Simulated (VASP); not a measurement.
# BaTiO$_{3}$ in VASP 6.6.1, single-point calculation

INCAR

```
LASPH = .TRUE.
LWAVE = .FALSE.
NSW = 0
EDIFF = 1E-7
ISIF = 2
LREAL = .FALSE.
LCHARG = .FALSE.
NELM = 95
ISMEAR = -1
GGA = PE
SIGMA = 0.02
PREC = High
IBRION = -1
ENCUT = 520
NBANDS = 28
```

KPOINTS

```
KPOINTS created by Atomic Simulation Environment
0
Gamma
6 6 6
0 0 0
```

POSCAR

```
Ba Ti O
 1.0000000000000000
     4.1139194159999999    0.0000000000000000    0.0000000000000000
     0.0000000000000000    4.1139194159999999    0.0000000000000000
     0.0000000000000000    0.0000000000000000    4.1139194159999999
 Ba  Ti  O
   1   1   3
Cartesian
  0.0000000000000000  0.0000000000000000  0.0000000000000000
  2.0569597080000004  2.0569597080000004  2.0569597080000004
  2.0569597080000004  2.0569597080000004  0.0000000000000000
  2.0569597080000004  0.0000000000000000  2.0569597080000004
  0.0000000000000000  2.0569597080000004  2.0569597080000004
```

The recommended PBE PAW datasets give the neutral cell 40 valence electrons.

Command

```
mpirun -np 1 vasp_std
```

OSZICAR

```
N       E                     dE             d eps       ncg     rms          rms(c)
DAV:   1     0.430834070730E+03    0.43083E+03   -0.20622E+04  1120   0.153E+03
DAV:   2    -0.439502752546E+01   -0.43523E+03   -0.41495E+03  1320   0.418E+02
DAV:   3    -0.489039395196E+02   -0.44509E+02   -0.44104E+02  1552   0.131E+02
DAV:   4    -0.511855574817E+02   -0.22816E+01   -0.22768E+01  1696   0.254E+01
DAV:   5    -0.512662171069E+02   -0.80660E-01   -0.80644E-01  1532   0.346E+00    0.214E+01
DAV:   6    -0.403379550768E+02    0.10928E+02   -0.60127E+01  1596   0.624E+01    0.104E+01
DAV:   7    -0.401738116322E+02    0.16414E+00   -0.12590E+01  1512   0.251E+01    0.614E+00
DAV:   8    -0.399627352880E+02    0.21108E+00   -0.55091E-01  1300   0.563E+00    0.400E+00
DAV:   9    -0.399602219377E+02    0.25134E-02   -0.98290E-01  1524   0.855E+00    0.263E+00
DAV:  10    -0.398834756759E+02    0.76746E-01   -0.33011E-01  1428   0.486E+00    0.574E-01
DAV:  11    -0.398807128638E+02    0.27628E-02   -0.27530E-02  1312   0.107E+00    0.433E-01
DAV:  12    -0.398788914195E+02    0.18214E-02   -0.12722E-02  1468   0.976E-01    0.170E-01
DAV:  13    -0.398785012801E+02    0.39014E-03   -0.88482E-04  1420   0.281E-01    0.616E-02
DAV:  14    -0.398784512804E+02    0.50000E-04   -0.18483E-04  1592   0.973E-02    0.140E-02
DAV:  15    -0.398784517976E+02   -0.51715E-06   -0.10082E-05  1372   0.232E-02    0.139E-02
DAV:  16    -0.398784505372E+02    0.12604E-05   -0.17594E-05  1540   0.363E-02    0.829E-03
DAV:  17    -0.398784498240E+02    0.71316E-06   -0.11656E-06  1400   0.924E-03    0.490E-03
DAV:  18    -0.398784495534E+02    0.27061E-06   -0.13969E-06  1504   0.714E-03    0.835E-04
DAV:  19    -0.398784495483E+02    0.51045E-08   -0.46262E-08   704   0.163E-03
   1 F= -.39878450E+02 E0= -.39878450E+02  d E =-.266819E-11
```

From OUTCAR

```
k-points           NKPTS =     20   k-points in BZ     NKDIM =     20   number of bands    NBANDS=     28

   NELECT =      40.0000    total number of electrons

   dimension x,y,z NGX =    32 NGY =   32 NGZ =   32
   dimension x,y,z NGXF=    48 NGYF=   48 NGZF=   48

  energy-cutoff  :      520.00
  volume of cell :       69.63
      direct lattice vectors                 reciprocal lattice vectors
     4.113919416  0.000000000  0.000000000     0.243077197  0.000000000  0.000000000
     0.000000000  4.113919416  0.000000000     0.000000000  0.243077197  0.000000000
     0.000000000  0.000000000  4.113919416     0.000000000  0.000000000  0.243077197

 k-points in reciprocal lattice and weights: KPOINTS created by Atomic Simulation Env
   0.00000000  0.00000000  0.00000000       0.005
   0.16666667  0.00000000  0.00000000       0.028
   0.33333333  0.00000000  0.00000000       0.028
   0.50000000  0.00000000  0.00000000       0.014
   0.16666667  0.16666667  0.00000000       0.056
   0.33333333  0.16666667  0.00000000       0.111
   0.50000000  0.16666667  0.00000000       0.056
   0.33333333  0.33333333  0.00000000       0.056
   ...

 E-fermi :   3.6802

 k-point     1 :       0.0000    0.0000    0.0000
  band No.  band energies     occupation
      1     -53.7517      2.00000
      2     -29.9235      2.00000
      3     -29.9235      2.00000
      4     -29.9235      2.00000
      5     -21.8076      2.00000
      6     -13.4726      2.00000
      7     -12.7990      2.00000
      8     -12.7990      2.00000
      9      -6.9610      2.00000
     10      -6.9610      2.00000
     11      -6.9610      2.00000
     12       0.9056      2.00000
     13       0.9056      2.00000
     14       0.9056      2.00000
     15       2.2538      2.00000
     16       2.2538      2.00000
     17       2.2538      2.00000
     18       3.0105      2.00000
     19       3.0105      2.00000
     20       3.0105      2.00000
     21       4.7989      0.00000
     22       4.7989      0.00000
     23       4.7989      0.00000
     24       6.5850      0.00000
     25       6.5850      0.00000
     26       8.1789      0.00000
     27       8.1789      0.00000
     28       9.7426      0.00000

 k-point     2 :       0.1667    0.0000    0.0000
  band No.  band energies     occupation
      1     -53.7516      2.00000
      2     -29.9321      2.00000
      3     -29.9232      2.00000
      4     -29.9232      2.00000
      5     -21.7890      2.00000
      6     -13.4725      2.00000
      7     -12.7919      2.00000
      8     -12.7879      2.00000
      9      -6.9310      2.00000
     10      -6.9310      2.00000
     11      -6.8894      2.00000
     12       0.5293      2.00000
     13       0.8553      2.00000
     14       0.8553      2.00000
     15       1.9862      2.00000
     16       1.9862      2.00000
     17       2.0489      2.00000
     18       2.4317      2.00000
     19       2.8481      2.00000
     20       2.8481      2.00000
     21       4.8295      0.00000
     22       5.2550      0.00000
     23       5.2550      0.00000
     24       6.5862      0.00000
     25       7.2103      0.00000
     26       8.6219      0.00000
     27       8.6555      0.00000
     28      10.3730      0.00000

 ...

  Total       -3.6466880     -3.6466880     -3.6466880     -0.0000000     -0.0000000      0.0000000
  in kB      -83.9154353    -83.9154353    -83.9154353     -0.0000000     -0.0000000      0.0000000
  external PRESSURE =     -83.9154353 kB  Pullay stress =       0.0000000 kB

 POSITION                                       TOTAL-FORCE (eV/Angst)
 -----------------------------------------------------------------------------------
      0.00000      0.00000      0.00000         0.000000      0.000000      0.000000
      2.05696      2.05696      2.05696         0.000000      0.000000      0.000000
      2.05696      2.05696      0.00000         0.000000      0.000000      0.000000
      2.05696      0.00000      2.05696         0.000000      0.000000      0.000000
      0.00000      2.05696      2.05696         0.000000      0.000000      0.000000
 -----------------------------------------------------------------------------------
    total drift:                                0.000000     -0.000000     -0.000000

  FREE ENERGIE OF THE ION-ELECTRON SYSTEM (eV)
  ---------------------------------------------------
  free  energy   TOTEN  =       -39.8784495483 eV

  energy  without entropy=      -39.8784495483  energy(sigma->0) =      -39.87844955
```

It converged. Results: gap between bands v and c on the k mesh 1.58 eV; least direct gap on the k mesh 1.79 eV; pressure -8.4 GPa. Band v is the last that the valence electrons fill when counted band by band, and c is the next.

For comparison, a separate PBE run of the intended cell, on usual settings and not on those above, gives a gap of 1.58 eV on its mesh and a pressure of -8.4 GPa.

The run above took about 31 s on one core of a shared host (Intel Xeon Platinum 8488C) and held 0.17 GiB at most.
